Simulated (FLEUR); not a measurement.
# Zn (Fm-3m) in FLEUR: further runs

One crystal, Zn, is run at these levels: LDA; tasks: band structure, equation of state.

Everything below comes from runs of FLEUR MaX-R8.1 (later development tree). Logs are shortened: lines on timing, memory, paths and dates and some standing lists are left out, and cuts for length are marked.

## (1) The structure

It takes space group Fm-3m (No. 225, cubic). Conventional cell: a = 3.930 Å, b = 3.930 Å, c = 3.930 Å, α = 90.00°, β = 90.00°, γ = 90.00°. Zn (site symmetry m-3m) is surrounded by 12 Zn at 2.78 Å.

This isn't the form of Zn at room conditions, which is hcp.

## (2) Band structure, LDA

File inp.xml:

```xml
<?xml version="1.0" encoding="UTF-8" standalone="no"?>
<fleurInput fleurInputVersion="0.39">
   <comment>
      Zn                                                                                                  
   </comment>
   <calculationSetup>
      <cutoffs Kmax="4.1" Gmax="12.7" GmaxXC="12.7" numbands="0"/>
      <scfLoop itmax="60" minDistance="0.00001" maxIterBroyd="15" imix="Anderson" alpha="0.05" precondParam="0.0" spinf="2.0" sdNocoIR="T"/>
      <coreElectrons ctail="T" frcor="F" kcrel="0" coretail_lmax="0"/>
      <xcFunctional name="vwn" relativisticCorrections="F"/>
      <magnetism jspins="1"/>
      <soc l_soc="F" theta="0.0" phi="0.0" spav="F"/>
      <expertModes spex="0" secvar="F"/>
      <geometryOptimization l_f="F" forcealpha="1.0" forcemix="BFGS" epsdisp="0.00001" epsforce="0.00001"/>
      <ldaU l_linMix="F" mixParam="0.05" spinf="1.0"/>
   </calculationSetup>
   <cell>
      <bzIntegration valenceElectrons="20.0" mode="hist" fermiSmearingEnergy="0.00183747">
         <kPointListSelection listName="default-1"/>
         <!-- k-points included here -->
         <xi:include xmlns:xi="http://www.w3.org/2001/XInclude" href="kpts.xml"> </xi:include>
      </bzIntegration>
      <!-- symmetry operations included here -->
      <xi:include xmlns:xi="http://www.w3.org/2001/XInclude" href="sym.xml"> </xi:include>
      <bulkLattice scale="1.0">
         <bravaisMatrix>
            <row-1>    0.0000000000000000     3.7128885361870894     3.7128885361870894</row-1>
            <row-2>    3.7128885361870894     0.0000000000000000     3.7128885361870894</row-2>
            <row-3>    3.7128885361870894     3.7128885361870894     0.0000000000000000</row-3>
         </bravaisMatrix>
      </bulkLattice>
   </cell>
   <atomSpecies>
      <species name="Zinc (Zn)" element="Zn" atomicNumber="30">
         <mtSphere radius="2.43" gridPoints="803" logIncrement="0.015"/>
         <atomicCutoffs lmax="10" lnonsphr="10"/>
         <electronConfig flipSpins="F">
            <coreConfig>(1s1/2) (2s1/2) (2p1/2) (2p3/2)</coreConfig>
            <valenceConfig>(3s1/2) (3p1/2) (3p3/2) (4s1/2) (3d3/2) (3d5/2)</valenceConfig>
         </electronConfig>
         <energyParameters s="4" p="4" d="3" f="4"/>
         <lo type="SCLO" l="0" n="3" eDeriv="0"/>
         <lo type="SCLO" l="1" n="3" eDeriv="0"/>
         <lo type="SCLO" l="1" n="3" eDeriv="1"/>
         <lo type="HELO" l="2" n="4" eDeriv="0"/>
         <lo type="HELO" l="2" n="4" eDeriv="1"/>
         <lo type="SCLO" l="3" n="4" eDeriv="2"/>
      </species>
   </atomSpecies>
   <atomGroups>
      <atomGroup species="Zinc (Zn)">
         <relPos label="                   1">.0000000000 .0000000000 .0000000000</relPos>
         <force calculate="T" relaxXYZ="TTT"/>
      </atomGroup>
   </atomGroups>
   <output dos="F" band="F" slice="F">
      <checks vchk="F" cdinf="F"/>
      <bandDOS minEnergy="-.5*Htr" maxEnergy="0.5*Htr" sigma="0.015" storeEVData="T"/>
      <vacuumDOS vacdos="F" integ="F" star="F" nstars="0" locx1="0.0" locy1="0.0" locx2="0.0" locy2="0.0" nstm="0" tworkf="0.0"/>
      <unfoldingBand unfoldBand="F" supercellX="1" supercellY="1" supercellZ="1"/>
      <plotting iplot="0" polar="F">
         <plot TwoD="T" vec1="  1.0  0.0  0.0" vec2="  0.0  1.0  0.0" vec3="  0.0  0.0  1.0" zero="  0.0  0.0  0.0" file="plot"/>
      </plotting>
      <chargeDensitySlicing numkpt="0" minEigenval="0.0" maxEigenval="0.0" nnne="0" pallst="F"/>
      <specialOutput eonly="F"/>
      <moessbauerParams electricFieldGradient="T" isomerShift="T" coreHyperfine="T" valenceHyperfine="T"/>
      <magneticCircularDichroism mcd="F" energyLo="-10.0" energyUp="0.0"/>
   </output>
  <!-- We include the file relax.xml here to enable relaxations (see documentation) -->
  <xi:include xmlns:xi="http://www.w3.org/2001/XInclude" href="relax.xml"> <xi:fallback/> </xi:include>
</fleurInput>
```

File crystal.txt:

```
Zn
&input cartesian=F /
0.0000000000  1.9647760000  1.9647760000
1.9647760000  0.0000000000  1.9647760000
1.9647760000  1.9647760000  0.0000000000
1.8897261246
1.0 1.0 1.0

1
30 0.0000000000  0.0000000000  0.0000000000

&kpt div1=12 div2=12 div3=12 gamma=T /
```

File inp.xml (bands):

```
<?xml version="1.0" encoding="UTF-8" standalone="no"?>
<fleurInput fleurInputVersion="0.39">
   <comment>
      Zn                                                                                                  
   </comment>
   <calculationSetup>
      <cutoffs Kmax="4.1" Gmax="12.7" GmaxXC="12.7" numbands="0"/>
      <scfLoop itmax="60" minDistance="0.00001" maxIterBroyd="15" imix="Anderson" alpha="0.05" precondParam="0.0" spinf="2.0" sdNocoIR="T"/>
      <coreElectrons ctail="T" frcor="F" kcrel="0" coretail_lmax="0"/>
      <xcFunctional name="vwn" relativisticCorrections="F"/>
      <magnetism jspins="1"/>
      <soc l_soc="F" theta="0.0" phi="0.0" spav="F"/>
      <expertModes spex="0" secvar="F"/>
      <geometryOptimization l_f="F" forcealpha="1.0" forcemix="BFGS" epsdisp="0.00001" epsforce="0.00001"/>
      <ldaU l_linMix="F" mixParam="0.05" spinf="1.0"/>
   </calculationSetup>
   <cell>
      <bzIntegration valenceElectrons="20.0" mode="hist" fermiSmearingEnergy="0.00183747">
         <kPointListSelection listName="path-1"/>
         <!-- k-points included here -->
         <xi:include xmlns:xi="http://www.w3.org/2001/XInclude" href="kpts.xml"> </xi:include>
      </bzIntegration>
      <!-- symmetry operations included here -->
      <xi:include xmlns:xi="http://www.w3.org/2001/XInclude" href="sym.xml"> </xi:include>
      <bulkLattice scale="1.0">
         <bravaisMatrix>
            <row-1>    0.0000000000000000     3.7128885361870894     3.7128885361870894</row-1>
            <row-2>    3.7128885361870894     0.0000000000000000     3.7128885361870894</row-2>
            <row-3>    3.7128885361870894     3.7128885361870894     0.0000000000000000</row-3>
         </bravaisMatrix>
      </bulkLattice>
   </cell>
   <atomSpecies>
      <species name="Zinc (Zn)" element="Zn" atomicNumber="30">
         <mtSphere radius="2.43" gridPoints="803" logIncrement="0.015"/>
         <atomicCutoffs lmax="10" lnonsphr="10"/>
         <electronConfig flipSpins="F">
            <coreConfig>(1s1/2) (2s1/2) (2p1/2) (2p3/2)</coreConfig>
            <valenceConfig>(3s1/2) (3p1/2) (3p3/2) (4s1/2) (3d3/2) (3d5/2)</valenceConfig>
         </electronConfig>
         <energyParameters s="4" p="4" d="3" f="4"/>
         <lo type="SCLO" l="0" n="3" eDeriv="0"/>
         <lo type="SCLO" l="1" n="3" eDeriv="0"/>
         <lo type="SCLO" l="1" n="3" eDeriv="1"/>
         <lo type="HELO" l="2" n="4" eDeriv="0"/>
         <lo type="HELO" l="2" n="4" eDeriv="1"/>
         <lo type="SCLO" l="3" n="4" eDeriv="2"/>
      </species>
   </atomSpecies>
   <atomGroups>
      <atomGroup species="Zinc (Zn)">
         <relPos label="                   1">.0000000000 .0000000000 .0000000000</relPos>
         <force calculate="T" relaxXYZ="TTT"/>
      </atomGroup>
   </atomGroups>
   <output dos="F" band="T" slice="F">
      <checks vchk="F" cdinf="F"/>
      <bandDOS minEnergy="-.5*Htr" maxEnergy="0.5*Htr" sigma="0.015" storeEVData="T"/>
      <vacuumDOS vacdos="F" integ="F" star="F" nstars="0" locx1="0.0" locy1="0.0" locx2="0.0" locy2="0.0" nstm="0" tworkf="0.0"/>
      <unfoldingBand unfoldBand="F" supercellX="1" supercellY="1" supercellZ="1"/>
      <plotting iplot="0" polar="F">
         <plot TwoD="T" vec1="  1.0  0.0  0.0" vec2="  0.0  1.0  0.0" vec3="  0.0  0.0  1.0" zero="  0.0  0.0  0.0" file="plot"/>
      </plotting>
      <chargeDensitySlicing numkpt="0" minEigenval="0.0" maxEigenval="0.0" nnne="0" pallst="F"/>
      <specialOutput eonly="F"/>
      <moessbauerParams electricFieldGradient="T" isomerShift="T" coreHyperfine="T" valenceHyperfine="T"/>
      <magneticCircularDichroism mcd="F" energyLo="-10.0" energyUp="0.0"/>
   </output>
  <!-- We include the file relax.xml here to enable relaxations (see documentation) -->
  <xi:include xmlns:xi="http://www.w3.org/2001/XInclude" href="relax.xml"> <xi:fallback/> </xi:include>
</fleurInput>
```

Potentials or basis: all-electron, FLAPW.

Started as:

```bash
inpgen -f crystal.txt -profile fastHighL
# inp.xml edited to the form shown
fleur_MPI
fleur_MPI   # second run, on inp.xml (bands)
```

Standard output:

```text
Welcome to FLEUR        (www.flapw.de)
      MaX-Release 8.1          (www.max-centre.eu)

 ========== k-point set info ==========
 Selected k-point list: default-1
 k-point list type: mesh
 12 x 12 x 12
 Number of k points: 72

 ------------Calculation Setup---------------------------
 Number of MPI-tasks      :            1
 Number of PE/node        :            1
 Number of OMP-threads    :            1
 Most efficient MPI parallelization for:
           1           2           3           4           6           8           9          12          18          24          36          72
 Additional eigenvalue parallelization possible
 Number of basis functions:          171
 Approximate size of matrices (H+S) per k-point:         0.000 GB
 --------------------------------------------------------
 Iteration:     1   Distance:       9.86006397 me/bohr^3
 Iteration:     2   Distance:       8.01983342 me/bohr^3
 Iteration:     3   Distance:       3.50325403 me/bohr^3
 Iteration:     4   Distance:       2.39918588 me/bohr^3
 Iteration:     5   Distance:       2.01136673 me/bohr^3
 Iteration:     6   Distance:       0.24246786 me/bohr^3
 Iteration:     7   Distance:       0.30413816 me/bohr^3
 Iteration:     8   Distance:       0.00490381 me/bohr^3
 Iteration:     9   Distance:       0.00593378 me/bohr^3
 Iteration:    10   Distance:       0.00040009 me/bohr^3
 Iteration:    11   Distance:       0.00022333 me/bohr^3
 Iteration:    12   Distance:       0.00000201 me/bohr^3

 ********************************************************************
 Run finished successfully
 Stop message:
   all done
 ********************************************************************
```

output (bands):

```text
Welcome to FLEUR        (www.flapw.de)
      MaX-Release 8.1          (www.max-centre.eu)

 ========== k-point set info ==========
 Selected k-point list: path-1
 k-point list type: path
 Number of k points: 60

 ------------Calculation Setup---------------------------
 Number of MPI-tasks      :            1
 Number of PE/node        :            1
 Number of OMP-threads    :            1
 Most efficient MPI parallelization for:
           1           2           3           4           5           6          10          12          15          20          30          60
 Additional eigenvalue parallelization possible
 Number of basis functions:          171
 Approximate size of matrices (H+S) per k-point:         0.000 GB
 --------------------------------------------------------
 Fermi energy correction for metals:
 Fermi energy in bands.* files may not be consistent with last density.
 Please correct it manually (e.g. in band.gnu file).

 Note: Band structure data (together with different weights) is also stored in the banddos.hdf file.
       A convenient way of extracting and plotting the data from that file is by making use of the

 ********************************************************************
 Run finished successfully
 Stop message:
   Charge density postprocessing done.
 ********************************************************************
```

out.xml (last iteration):

```text
<iteration numberForCurrentRun="   12" overallNumber="   12">
         <energyParameters units="Htr">
            <atomicEP atomType="1" spin="1" branch="4s" branchLowest="-4.37" branchHighest="1.02" value="0.0797034307"/>
            <atomicEP atomType="1" spin="1" branch="4p" branchLowest="-2.70" branchHighest="1.60" value="0.2565229381"/>
            <atomicEP atomType="1" spin="1" branch="3d" branchLowest="-9.99" branchHighest="0.02" value="-0.0197242117"/>
            <atomicEP atomType="1" spin="1" branch="4f" branchLowest="-9.99" branchHighest="3.20" value="0.5999977508"/>
            <loAtomicEP atomType="1" spin="1" branch="3s" branchLowest="-42.12" branchHighest="-4.37" value="-4.3672171322"/>
            <loAtomicEP atomType="1" spin="1" branch="3p" branchLowest="-36.50" branchHighest="-2.70" value="-2.7008743614"/>
            <loAtomicEP atomType="1" spin="1" branch="3p" branchLowest="-36.50" branchHighest="-2.70" value="-2.7008743614"/>
            <heloAtomicEP atomType="1" spin="1" branch="4d" branchLowest="2.03" branchHighest="2.03" value="2.0288902315"/>
            <heloAtomicEP atomType="1" spin="1" branch="4d" branchLowest="2.03" branchHighest="2.03" value="2.0288902315"/>
            <loAtomicEP atomType="1" spin="1" branch="4f" branchLowest="-9.99" branchHighest="3.20" value="0.5999996608"/>
         </energyParameters>
         <eigenvalues>
            <eigenvaluesAt spin="1" ikpt="1" k_x="0.00000000" k_y="0.00000000" k_z="0.00000000">
                      -4.3672929737       -2.6991711718       -2.6991711718       -2.6991711718       -0.1313093881
                      -0.0318178566       -0.0318178566       -0.0318178566       -0.0177150490       -0.0177150490
                       0.9125775790        0.9125775790        0.9125775790        0.9374725945        1.0143595428
                       1.0143595428
            </eigenvaluesAt>
            <eigenvaluesAt spin="1" ikpt="2" k_x="0.00000000" k_y="0.00000000" k_z="0.08333333">
                      -4.3672880031       -2.6992256022       -2.6991802769       -2.6991802769       -0.1236358306
                      -0.0324175951       -0.0309645328       -0.0309645328       -0.0179476560       -0.0179476560
                       0.8028766780        0.8910758258        0.8910758258        0.9289048489        1.0482624846
                       1.0482624846
            </eigenvaluesAt>
            <eigenvaluesAt spin="1" ikpt="3" k_x="0.00000000" k_y="0.00000000" k_z="0.16666667">
                      -4.3672741901       -2.6993733572       -2.6992045961       -2.6992045961       -0.1016100939
[... 15 lines left out ...]
            <mtCharges spin="1">
               <mtCharge atomType="1" total="18.9966869" s="2.6878960" p="6.5036853" d="9.7918950" f="0.0107059"/>
            </mtCharges>
            <spinDependentCharge spin="1" total="20.0000000" interstitial="1.0033131" mtSpheres="18.9966869"/>
            <totalCharge value="20.0000000000"/>
         </valenceDensity>
         <coreStates atomType="     1" atomicNumber=" 30" spin="1" kinEnergy="   1573.2957651318" eigValSum="  -1001.2016119627" lostElectrons=" 0.000000">
            <state n="1" l="0" j="0.5" energy="-348.9396324209" weight="1.0000000000"/>
            <state n="2" l="0" j="0.5" energy="-42.1203685237" weight="1.0000000000"/>
            <state n="2" l="1" j="0.5" energy="-37.0971973020" weight="1.0000000000"/>
            <state n="2" l="1" j="1.5" energy="-36.2218038673" weight="2.0000000000"/>
         </coreStates>
         <allElectronCharges>
            <spinDependentCharge spin="1" total="30.0000000" interstitial="1.0033131" mtSpheres="28.9966869"/>
            <totalCharge value="30.0000000003"/>
         </allElectronCharges>
         <moessbauerParams unitsHFF="kG" unitsIS="e/bohr^3" unitsEFG="Htr/bohr^2">
            <coreIsomerShift atomType="1" isTotal="24742.98069">
               <shell n="1" l="0" isomerShift="22509.81871"/>
               <shell n="2" l="0" isomerShift="2216.31224"/>
               <shell n="2" l="1" isomerShift="16.84974"/>
            </coreIsomerShift>
            <isomerShift atomType="1" nucleusRadius="0.0000952" averageDensity="25086.65278"/>
            <electricFieldGradient atomType="1" VXX="0.00000" VYY="0.00000" VZZ="0.00000" asymParam="0.00000">
            </electricFieldGradient>
         </moessbauerParams>
         <totalEnergy                                    value="    -1793.4550229562" units="Htr">
            <sumOfEigenvalues                            value="    -1026.2012116990">
               <coreElectrons value="-1001.2016119627"/>
               <valenceElectrons value="-24.9995997363"/>
            </sumOfEigenvalues>
            <densityCoulombPotentialIntegral value="-2760.4511900557"/>
            <densityEffectivePotentialIntegral value="-2851.7510020293"/>
            <chargeDenXCDenIntegral value="-68.9483445840"/>
            <FockExchangeEnergyValence value="0.0000000000"/>
            <FockExchangeEnergyCore value="0.0000000000"/>
            <atomTypeDependentContributions atomType="1">
               <electronNucleiInteractionDifferentMTs value="2159.8631106926"/>
               <MadelungTerm value="-9.9677629821"/>
            </atomTypeDependentContributions>
            <tkbTimesEntropy value="0.0001251517"/>
            <freeEnergy value="-1793.4551481079"/>
            <extrapolationTo0K value="-1793.4550855321"/>
         </totalEnergy>
         <densityConvergence units="me/bohr^3">
            <chargeDensity spin="1" distance="0.0000020118"/>
         </densityConvergence>
      </iteration>
```

Wall time 19 s (1 thread of Intel Xeon Platinum 8259CL at 2.50GHz (Skylake/Cascade Lake), shared host); peak memory 0.05 GiB.

Results:

- Free energy: -48802.4008 eV
- Band gap along the path: none (metal or under the smearing width)
- Valence electrons inside the program's atomic spheres: Zn 19.00 (radii Zn 2.43 bohr)

Levels at the corners of the path, in eV from the Fermi level:
```
point  band 6  band 7  band 8  band 9  band 10  band 11  band 12  band 13  band 14  band 15
    Γ   -7.59   -7.59   -7.59   -7.21    -7.21    18.11    18.11    18.11    18.78    20.88
    X   -8.20   -6.94   -6.85   -6.85    -0.93     1.73     8.38     8.38    12.18    13.32
    W   -7.69   -7.69   -7.18   -6.85     2.31     2.31     3.00     4.16    21.52    22.01
    K   -7.89   -7.29   -7.12   -6.94     0.82     1.57     2.69     9.90    13.53    21.55
    Γ   -7.59   -7.59   -7.59   -7.21    -7.21    18.11    18.11    18.11    18.78    20.88
    L   -7.60   -7.60   -6.92   -6.92    -2.80    -1.38    15.09    15.09    17.41    18.89
    U   -7.89   -7.29   -7.12   -6.94     0.82     1.57     2.69     9.90    13.53    21.55
    W   -7.69   -7.69   -7.18   -6.85     2.31     2.31     3.00     4.16    21.52    22.01
    L   -7.60   -7.60   -6.92   -6.92    -2.80    -1.38    15.09    15.09    17.41    18.89
    K   -7.89   -7.29   -7.12   -6.94     0.82     1.57     2.69     9.90    13.53    21.55
    U   -7.89   -7.29   -7.12   -6.94     0.82     1.57     2.69     9.90    13.53    21.55
    X   -8.20   -6.94   -6.85   -6.85    -0.93     1.73     8.38     8.38    12.18    13.32
```

Core levels (eV from the Fermi level):
| atom | levels |
| --- | --- |
| 1 Zn | 1s1/2 -9501.9, 2s1/2 -1152.9, 2p1/2 -1016.2, 2p3/2 -992.4 |

(Part 1 of 2 ends here.)
